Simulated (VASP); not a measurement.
TaN:

```
Ta N
1.0
     2.93800    0.00000    0.00000
    -1.46900    2.54438    0.00000
     0.00000    0.00000    2.88300
Ta N
1 1
Direct
  0.33333 0.66667 0.50000
  0.00000 0.00000 0.00000
```

| Item | Value |
| --- | --- |
| Program | VASP 6.6.1 |
| Task | relaxation of cell and atoms |
| Functional | PBE |
| Potentials or basis | VASP PAW PBE potentials, release 64 (Ta_sv_GW, N_GW) |
| Cutoff | 900 eV |
| k mesh | 10 × 10 × 9 |
| Occupations | fermi-dirac, width 0.05 eV |
| Spin | no spin polarisation |

At the start: pressure 4.8 GPa; volume 10.78 Å³/atom.

**Question.** Where does the relaxation end?

**Answer.** Over 3 steps the energy falls by 2.3 meV/atom and the volume is 10.93 Å³/atom (+1.4 %); space group P-6m2 (No. 187, to 0.05 Å).

Step by step:
| step | energy change (eV) | largest force (eV/Å) | pressure (GPa) | volume (Å³) |
| --- | --- | --- | --- | --- |
| 1 | 0.0000 | 0.0000 | 4.84 | 21.55 |
| 2 | 0.0203 | 0.0000 | -10.50 | 22.58 |
| 3 | -0.0046 | 0.0000 | -0.04 | 21.86 |

Final structure:
```cif
data_structure
_symmetry_space_group_name_H-M 'P 1'
_symmetry_Int_Tables_number 1
_cell_length_a 2.9508
_cell_length_b 2.9508
_cell_length_c 2.8987
_cell_angle_alpha 90.000
_cell_angle_beta 90.000
_cell_angle_gamma 120.000
_cell_volume 21.86
loop_
_atom_site_label
_atom_site_type_symbol
_atom_site_fract_x
_atom_site_fract_y
_atom_site_fract_z
_atom_site_occupancy
Ta1 Ta 0.33333 0.66667 0.50000 1
N1 N 0.00000 0.00000 0.00000 1
```
